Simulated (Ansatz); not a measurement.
# Tl (Im-3m) in Ansatz: convergence with smearing width

Aim: find how far smearing width must go before the results for Tl settle, at PBE. This setting moves, with any that are tied to it; all else stays.

Everything below comes from runs of Ansatz 0.2.0. Logs are shortened: lines on timing, memory, paths and dates and some standing lists are left out, and cuts for length are marked.

### 1 The structure

The structure is cubic, space group Im-3m (No. 229). The conventional cell has a = 3.912 Å, b = 3.912 Å, c = 3.912 Å, α = 90.00°, β = 90.00°, γ = 90.00°. Around Tl (site symmetry m-3m) lie 8 Tl at 3.39 Å.

This isn't the form of Tl at room conditions, which is hcp.

### 2 With smearing width 0.3 eV

input.yaml

```yaml
crystal:
  lattice:
    - [-1.9559951735, 1.9559951735, 1.9559951735]
    - [1.9559951735, -1.9559951735, 1.9559951735]
    - [1.9559951735, 1.9559951735, -1.9559951735]
  atoms:
    - { symbol: Tl, position: [0.0, 0.0, 0.0] }
hamiltonian:
  xc: pbe
  pseudopotentials: { kind: paw }
kpoints:
  mp_grid: { grid: [8, 8, 8] }
scf:
  occupations: { method: fermi_dirac, width: 0.3 }
output:
  forces: true
  stress: true
  eigenvalues: true
```

Potentials or basis: Ansatz PAW.

The run is started by

```sh
ansatz run input.yaml --threads 2 --pin off --max-ram 5632MiB --backend cpu --events-out ev --progress --plain --runs-dir out
```

Output:

```text
Warning: RAYON_NUM_THREADS=2 ignored (pool sized by the plan → 2); use --threads N
band count auto-derived: 12 (N_el = 13.0; filled up to band 7; 11 by the electrons, moments and atoms)
Engine: ansatz 0.2.0, x86_64-unknown-linux-gnu
Pseudopotentials: kind: paw
Pseudopotential: Tl, paw, valence charge 13, recommended cutoff 420 eV (normal), Tl.paw.azcp
Functional definition: PBE
  parameter kappa = 0.804
  parameter beta = 0.06672455060314922
  exchange = pbe_x(kappa = kappa, mu = beta*pi^2/3)
  correlation = pbe_c(beta = beta)
Crystal: 1 atoms, lattice volume = 29.934 Å³
Basis set: ecut = 420 eV, 603 PW (Γ), exchange–correlation on 48×48×48 points (8 copies of the dense FFT grid, shifted against one another)
Bands: 12, of which v1, the nominal top of the filled ones, is band 7 counted from 1 (6 counted from 0)
Symmetry: 48 space group operations
Space group: Im-3m (ITA 229), of the structure as read, at distance tolerance 3.1e-5 Å
k-points: 29 of 512
Non-local potential: Tl, projectors of the file, l = 0: 2, l = 1: 2, l = 2: 2, l = 3: 1
PAW form: soft (Blöchl's): semilocal exchange-correlation on the pseudo side does not see the compensation charge
PAW one-centre angular grid: Tl, 590 points (default); XC on 64 Gauss nodes
Initial density: superposition of atomic densities (neutral atoms: chi_scale 0, normalization atom), corrected by the library's trained network
Initial wavefunctions: pseudopotential atomic-orbital guess
Functional: x = pbe(κ = 0.804, μ = 0.2195149727645171), c = pbe(β = 0.06672455060314922)
SCF iter   1: F=—  HF=-11444.214458 eV  |F-HF|=—  |Δ(HF+E_count)|=         —  Δρ=6.30e-4  dr2=6.18e-5  ethr=1.77e-3  ⟨swp⟩=5.3  Hψ=2008  notcnv=0
preconditioner: auto → Kerker (q_TF=auto, 2.374 Å⁻¹)  [metal: Δε(μ)=0.115 eV  Ē_g=18.648 eV  σ=0.300 eV  W_gap=0.10  n_scr=12 (ndim 8)  ℏωp=24.5 eV  f_vac=0.000  D(μ)=0.53/eV (n_scr^D=0)]
SCF iter   2: F=—  HF=-11444.214196 eV  |F-HF|=—  |Δ(HF+E_count)|=   2.61e-4  Δρ=3.15e-4  dr2=2.28e-5  ethr=4.75e-7  ⟨swp⟩=2.4  Hψ=794  notcnv=0
SCF iter   3: F=—  HF=-11444.214200 eV  |F-HF|=—  |Δ(HF+E_count)|=   4.19e-6  Δρ=1.64e-4  dr2=5.07e-6  ethr=1.75e-7  ⟨swp⟩=2.1  Hψ=535  notcnv=0
SCF iter   4: F=—  HF=-11444.214204 eV  |F-HF|=—  |Δ(HF+E_count)|=   3.94e-6  Δρ=4.05e-5  dr2=2.91e-7  ethr=3.90e-8  ⟨swp⟩=3.0  Hψ=545  notcnv=0
iter 5 did not close the SCF: its close was put off for the readings that it lacked (scf_convergence_deferred on its scf_iter line)
SCF iter   5: F=-11444.214205 eV  HF=-11444.214205 eV  |F-HF|=3.96e-9  |Δ(HF+E_count)|=   2.78e-7  Δρ=6.52e-6  dr2=7.81e-9  ethr=2.24e-9  ⟨swp⟩=2.8  Hψ=539  notcnv=0
SCF iter   6: F=-11444.214205 eV  HF=-11444.214205 eV  |F-HF|=3.71e-10  |Δ(HF+E_count)|=   6.21e-9  Δρ=2.11e-6  dr2=1.22e-9  ethr=6.01e-11  ⟨swp⟩=2.1  Hψ=1045  notcnv=0
SCF 1 converged in 6 iterations: F = -11444.214205 eV  dr2 = 1.22e-9
SCF converged after 6 iterations
Free energy (F): -11444.214205 eV
Harris-Foulkes:  -11444.214205 eV  (|F-HF|=3.71e-10)
Internal energy: -11444.062041 eV  (E = F + TS)
E sigma→0 (E₀):  -11444.138123 eV
Entropy (-TS):   -0.152163 eV (-152.163 meV/atom)
Fermi energy:    9.821193 eV
--- Per-component energies (eV) ---
  E_band       = 0.403523
  E_kinetic    = 333.552959
  E_local      = -900.499912  (includes V_loc(G=0)·N_el)
  E_nonlocal   = 317.132691
  E_hartree    = 332.430426
  E_xc         = -230.764147
  E_vxc        = -142.167939  (∫ρ·V_xc dr)
  E_paw        = -10163.981278  (= ΣΔE_a)
  E_vpaw       = -272.475883  (= ΣTr[D̂ρ^β])
  E_aug_tail   = 0.000034  (compensation charges beyond the density's cutoff)
  E_ewald      = -1131.932814
  E_smearing   = -0.152163  (= −TS)
  E_closure    = 0.000000  (closes the sum)
  Σ components = -11444.214205   (vs F -11444.214205, Δ=0.00e0)
--- Forces (eV/Å), atoms counted from 1 ---
  atom   1  Tl    -0.00000000     0.00000000     0.00000000
  max |Σ_I F_I| component: 8.22e-32 eV/Å
--- Stress (GPa, compression-positive) ---
        1.946511      -0.000000      -0.000000
        0.000000       1.946511       0.000000
        0.000000      -0.000000       1.946511
  P = ⅓ Tr σ = 1.9465 GPa (19.465 kbar)
--- Band table (eV; the first three rows and the last of 29) ---
  k-point 0: bands = ["-1.8387", "-1.8387", "-1.8387", "-1.4521", "-1.4521", "0.0458", "20.1416", "20.1416", "20.1416", "21.9977", "21.9977", "21.9977"]
  k-point 1: bands = ["-1.8628", "-1.8242", "-1.7510", "-1.4770", "-1.4525", "0.3891", "17.2705", "19.0564", "19.4570", "21.0470", "21.6820", "22.0462"]
  k-point 2: bands = ["-1.9205", "-1.8420", "-1.5312", "-1.5073", "-1.4527", "1.4455", "13.1368", "17.2633", "18.1248", "20.1577", "21.1825", "23.0284"]
  k-point 28: bands = ["-2.0173", "-2.0173", "-1.2593", "-1.2593", "-1.2593", "7.9617", "11.2222", "11.2222", "11.2222", "16.1339", "16.1339", "27.7069"]
```

Run time: 1.1 s. Hardware: 2 threads of Intel Xeon at 2.50GHz (Skylake/Cascade Lake), shared host; peak memory 0.28 GiB.

Results:

```
Free energy            : -11444.2142 eV
Pressure               : 1.9 GPa
Band gap on the k mesh : none (metal or under the smearing width)
```

### 3 With smearing width 0.2 eV

input.yaml: that of step 2 with these lines changed.

```diff
@@ -13,3 +13,3 @@
 scf:
-  occupations: { method: fermi_dirac, width: 0.3 }
+  occupations: { method: fermi_dirac, width: 0.2 }
 output:
```

Potentials or basis: Ansatz PAW.

The run is started by

```sh
ansatz run input.yaml --threads 2 --pin off --max-ram 5632MiB --backend cpu --events-out ev --progress --plain --runs-dir out
```

Run time: 1 s. Hardware: 2 threads of Intel Xeon at 2.50GHz (Skylake/Cascade Lake), shared host; peak memory 0.28 GiB.

What came out:

* Free energy: -11444.1703 eV
* Pressure: 1.8 GPa
* Band gap on the k mesh: none (metal or under the smearing width)

### 4 With smearing width 0.15 eV

input.yaml: that of step 3 with these lines changed.

```diff
@@ -13,3 +13,3 @@
 scf:
-  occupations: { method: fermi_dirac, width: 0.2 }
+  occupations: { method: fermi_dirac, width: 0.15 }
 output:
```

The run is started by

```sh
ansatz run input.yaml --threads 2 --pin off --max-ram 5632MiB --backend cpu --events-out ev --progress --plain --runs-dir out
```

Run time: 1 s. Hardware: 2 threads of Intel Xeon at 2.50GHz (Skylake/Cascade Lake), shared host; peak memory 0.28 GiB.

What came out:

```
Free energy            : -11444.1528 eV
Pressure               : 1.7 GPa
Band gap on the k mesh : none (metal or under the smearing width)
```

### 5 With smearing width 0.1 eV

input.yaml: that of step 4 with these lines changed.

```diff
@@ -13,3 +13,3 @@
 scf:
-  occupations: { method: fermi_dirac, width: 0.15 }
+  occupations: { method: fermi_dirac, width: 0.1 }
 output:
```

The run is started by

```sh
ansatz run input.yaml --threads 2 --pin off --max-ram 5632MiB --backend cpu --events-out ev --progress --plain --runs-dir out
```

Run time: 1.1 s. Hardware: 2 threads of Intel Xeon at 2.50GHz (Skylake/Cascade Lake), shared host; peak memory 0.28 GiB.

Results:

```
Free energy            : -11444.1379 eV
Pressure               : 1.7 GPa
Band gap on the k mesh : none (metal or under the smearing width)
```

### 6 With smearing width 0.05 eV

input.yaml: that of step 5 with these lines changed.

```diff
@@ -13,3 +13,3 @@
 scf:
-  occupations: { method: fermi_dirac, width: 0.1 }
+  occupations: { method: fermi_dirac, width: 0.05 }
 output:
```

Potentials or basis: Ansatz PAW.

The run is started by

```sh
ansatz run input.yaml --threads 2 --pin off --max-ram 5632MiB --backend cpu --events-out ev --progress --plain --runs-dir out
```

Run time: 1 s. Hardware: 2 threads of Intel Xeon at 2.50GHz (Skylake/Cascade Lake), shared host; peak memory 0.28 GiB.

Results (log left out):

```yaml
Free_energy: -11444.1257 eV
Pressure: 1.7 GPa
Band_gap_on_the_k_mesh: none (metal or under the smearing width)
```

### 7 With smearing width 0.025 eV

input.yaml: that of step 6 with these lines changed.

```diff
@@ -13,3 +13,3 @@
 scf:
-  occupations: { method: fermi_dirac, width: 0.05 }
+  occupations: { method: fermi_dirac, width: 0.025 }
 output:
```

The run is started by

```sh
ansatz run input.yaml --threads 2 --pin off --max-ram 5632MiB --backend cpu --events-out ev --progress --plain --runs-dir out
```

It took 1 s on 2 threads of Intel Xeon at 2.50GHz (Skylake/Cascade Lake), shared host; peak memory 0.28 GiB.

It converged, with:

* Free energy: -11444.1215 eV
* Pressure: 1.7 GPa
* Band gap on the k mesh: none (metal or under the smearing width)

### 8 With smearing width 0.01 eV

input.yaml: that of step 7 with these lines changed.

```diff
@@ -13,3 +13,3 @@
 scf:
-  occupations: { method: fermi_dirac, width: 0.025 }
+  occupations: { method: fermi_dirac, width: 0.01 }
 output:
```

The run is started by

```sh
ansatz run input.yaml --threads 2 --pin off --max-ram 5632MiB --backend cpu --events-out ev --progress --plain --runs-dir out
```

Wall time 1.1 s (2 threads of Intel Xeon at 2.50GHz (Skylake/Cascade Lake), shared host); peak memory 0.28 GiB.

It converged, with:

* Free energy: -11444.1195 eV
* Pressure: 1.7 GPa
* Band gap on the k mesh: none (metal or under the smearing width)

### 9 With smearing width 0.005 eV

input.yaml: that of step 8 with these lines changed.

```diff
@@ -13,3 +13,3 @@
 scf:
-  occupations: { method: fermi_dirac, width: 0.01 }
+  occupations: { method: fermi_dirac, width: 0.005 }
 output:
```

Potentials or basis: Ansatz PAW.

The run is started by

```sh
ansatz run input.yaml --threads 2 --pin off --max-ram 5632MiB --backend cpu --events-out ev --progress --plain --runs-dir out
```

Run time: 1.1 s. Hardware: 2 threads of Intel Xeon at 2.50GHz (Skylake/Cascade Lake), shared host; peak memory 0.28 GiB.

The run converged. Its results:

| Property | Result |
| --- | --- |
| Free energy | -11444.1190 eV |
| Pressure | 1.7 GPa |
| Band gap on the k mesh | none (metal or under the smearing width) |

### 10 Summary

```
smearing width  energy less the tightest run, at zero smearing (meV/atom)  pressure (GPa)  SCF cycles  CPU time (s)  peak memory (GiB)
        0.3 eV                                                     -19.42            1.95           6           1.6               0.28
        0.2 eV                                                     -13.96            1.79           6           1.5               0.28
       0.15 eV                                                      -9.85            1.74           6           1.5               0.28
        0.1 eV                                                      -5.41            1.72           6           1.6               0.28
       0.05 eV                                                      -2.01            1.69           6           1.5               0.28
      0.025 eV                                                      -1.00            1.69           6           1.5               0.28
       0.01 eV                                                      -0.24            1.69           6           1.6               0.28
      0.005 eV                                                       0.00            1.69           6           1.6               0.28
```

Against the tightest run, the energy stays within 1 meV/atom from 0.025 eV on; the pressure stays within 0.1 GPa from 0.2 eV on. Narrower smearing needs a denser k mesh, so at a fixed mesh the narrowest width isn't the most accurate. The tightest run that finished is the yardstick and may itself not be fully converged.
